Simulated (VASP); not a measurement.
BaF2 (Frankdicksonite): relaxation of the atoms with PBE+D3(BJ)

BaF2 (Frankdicksonite):

```
Ba F
1.0
     0.00000    3.16164    3.16164
     3.16164    0.00000    3.16164
     3.16164    3.16164    0.00000
Ba F
1 2
Direct
  0.00000 0.00000 0.00000
  0.25000 0.25000 0.25000
  0.75000 0.75000 0.75000
```

The cell isn't the ideal one: a relaxed cell with its volume scaled by 1.04.

```json
{
  "Program": "VASP 6.6.1",
  "Task": "relaxation of the atoms",
  "Functional": "PBE",
  "Dispersion": "D3(BJ)",
  "Potentials or basis": "VASP PAW PBE potentials, release 64 (Ba_sv, F)",
  "Cutoff": "600 eV",
  "k mesh": "8 × 8 × 8",
  "Occupations": "gaussian, width 0.03 eV",
  "Spin": "no spin polarisation",
  "Further INCAR settings": "ALGO = Normal; EDIFF = 1e-07; IBRION = 2; EDIFFG = -0.01; NSW = 40"
}
```

```json
{
  "Pressure after relaxing": "-2.0 GPa",
  "Band gap on the k mesh": "6.51 eV, indirect (least direct gap 6.56 eV)",
  "Dispersion energy per atom": "-0.126 eV"
}
```

Final structure:
```xyz
3
Lattice="0.0000 3.1616 3.1616 3.1616 0.0000 3.1616 3.1616 3.1616 0.0000" Properties=species:S:1:pos:R:3 pbc="T T T"
Ba    0.0000    0.0000    0.0000
F     1.5808    1.5808    1.5808
F     4.7425    4.7425    4.7425
```

Levels at points of the mesh, in eV from the valence-band top:
| k point | band 10 | band 11 | band 12 | band 13 | band 14 | band 15 |
| --- | --- | --- | --- | --- | --- | --- |
| (0.00, 0.00, 0.00) | -0.05 | -0.05 | -0.05 | 6.51 | 8.96 | 8.96 |
| (0.50, 0.00, 0.00) | -0.34 | -0.16 | -0.16 | 8.75 | 8.93 | 8.93 |
| (0.50, 0.50, 0.00) | -0.28 | -0.28 | -0.07 | 7.13 | 8.70 | 10.31 |

It took 36 s on 1 thread of Intel(R) Xeon(R) Platinum 8488C (Sapphire Rapids), with other jobs on the host, peak memory 0.22 GiB.

Caveat: the relaxation stopped at its first step, so nothing moved; spin-orbit coupling is left out, which moves the levels of the heavy elements. A k mesh can miss the band edges.
